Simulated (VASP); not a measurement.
Ca8H15 (a cell with a defect), 23 atoms in the cell. The cell holds a defect, 23 atoms: a = 7.062 Å, b = 7.062 Å, c = 6.912 Å, α = 90.00°, β = 90.00°, γ = 117.70°. 

| Item | Value |
| --- | --- |
| Program | VASP 6.6.1 |
| Task | single point |
| Functional | PBEsol |
| Potentials or basis | VASP PAW PBE potentials, release 64 (Ca_sv, H) |
| Cutoff | 520 eV |
| k mesh | 2 × 2 × 2 |
| Occupations | fermi-dirac, width 0.05 eV |
| Spin | no spin polarisation |
| Dipole correction | no |
| Charge | -1 |
| Further INCAR settings | LREAL = Auto; ALGO = Fast; EDIFF = 1e-07; NBANDS = 64; NELECT = 96.0 |

Potentials or basis: VASP PAW PBE potentials, release 64 (Ca_sv, H).

Launch:

```sh
$ cat potpaw_PBE.64/Ca_sv/POTCAR potpaw_PBE.64/H/POTCAR > POTCAR
$ mpirun -np 1 vasp_std > vasp.out
```

Hardware: 1 thread of Intel(R) Xeon(R) 6975P-C (Granite Rapids), on a shared host.

**Question.** How long does it take, and how much memory?

**Answer.** Wall time 9.4 min on 1 thread of Intel(R) Xeon(R) 6975P-C (Granite Rapids), on a shared host, peak memory 0.42 GiB. Counts: scf iterations 30, k points 8.
